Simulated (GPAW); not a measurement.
CuO:

```xyz
2
Lattice="0.0000 2.3273 2.3273 2.3273 0.0000 2.3273 2.3273 2.3273 0.0000" Properties=species:S:1:pos:R:3 pbc="T T T"
Cu    0.0000    0.0000    0.0000
O     1.1636    1.1636    1.1636
```

Measurements of this composition are mostly on another form, of space group No. 15.

```yaml
Program: GPAW 26.7.0
Task: relaxation of cell and atoms
Functional: LDA
Potentials_or_basis: the program's PAW data sets (release 1.2.1) made for this functional
Cutoff: 800 eV
Basis: pw
k_mesh: 10 × 10 × 10
Occupations: fermi-dirac, width 0.05 eV
Spin: no spin polarisation
```

At the start: pressure -20.0 GPa; volume 12.60 Å³/atom.

Question: How do energy, volume and symmetry change on relaxing?

Answer: Over 5 steps the energy falls by 132.0 meV/atom and the volume is 10.70 Å³/atom (-15.1 %); space group F-43m (No. 216, to 0.05 Å).

Step by step:
```
step  energy change (eV)  largest force (eV/Å)  pressure (GPa)  volume (Å³)
   1              0.0000                0.0000          -20.02        25.21
   2             -0.0945                0.0000          -17.21        24.37
   3             -0.2453                0.0000            6.90        20.64
   4             -0.2639                0.0000           -1.16        21.53
   5             -0.2639                0.0000           -0.05        21.40
```

Final structure:
```yaml
crystal:
  lattice:
    - [0.00000, 2.20349, 2.20349]
    - [2.20349, 0.00000, 2.20349]
    - [2.20349, 2.20349, 0.00000]
  atoms:
    - { symbol: Cu, position: [0.00000, 0.00000, 0.00000] }
    - { symbol: O, position: [0.25000, 0.25000, 0.25000] }
```

Caveat: with this Cu data set, volumes or pressures lay over 1.5 % or 2 GPa off other programs in two to four cells of ten; later steps reuse the first step's grids; the volume moved by over 15 % at a fixed basis, so the end points are rough; an odd number of electrons without spin polarisation forces a metal; a magnetic or distorted state may lie lower; the run has no spin polarisation, though such a crystal can be magnetic.
